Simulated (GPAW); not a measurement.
Runs of GPAW 26.7.0 on Si. It takes space group P6/mmm (No. 191, hexagonal). The conventional cell has a = 2.621 Å, b = 2.621 Å, c = 2.466 Å, α = 90.00°, β = 90.00°, γ = 120.00°. Si (site symmetry 6/mmm) has 8 Si at 2.47 to 2.62 Å as nearest neighbours. This isn't the form of Si at room conditions, which is diamond.

```csv
task,level,potentials or basis,spin,cell,optimizer,fmax,max steps,target pressure,convergence,gap on the mesh (eV),pressure (GPa)
single point,PBEsol,"PAW data sets generated in the run's folder for this functional, pw",off,as given,-,-,-,-,-,none,(a)
relaxation of cell and atoms,PBEsol,"PAW data sets generated in the run's folder for this functional, pw",off,relaxed to 5 GPa,LBFGS,0.02 eV/Å,100,5 GPa,density=1e-05 forces=0.0001,none,5.0
relaxation of cell and atoms,LDA,"the program's PAW data sets (release 1.2.1) made for this functional, pw","collinear, ferromagnetic start",relaxed from: volume scaled by 0.8,BFGS,0.02 eV/Å,40,-,density=1e-05 forces=0.0001,none,0.0
single point,revPBE+D4,"the program's PAW data sets (release 1.2.1) made for this functional, pw",off,as given,-,-,-,-,-,none,-3.4
```

Alike in all rows: k mesh 12 × 12 × 11; cutoff (eV) 600; smearing gaussian 0.05 eV.

Problem. Estimate the missing entries.

Solution. (a) 1.0.

Caveats: later steps reuse the first step's grids (some runs); each step starts from the last one's moments, so a moment once lost doesn't come back (some runs); pairwise dispersion overbinds metals, which lowers pressure and volume (some runs).

A gap of «none» marks a metal or a gap under the smearing width.

Runs at the PBE level aren't shown here.
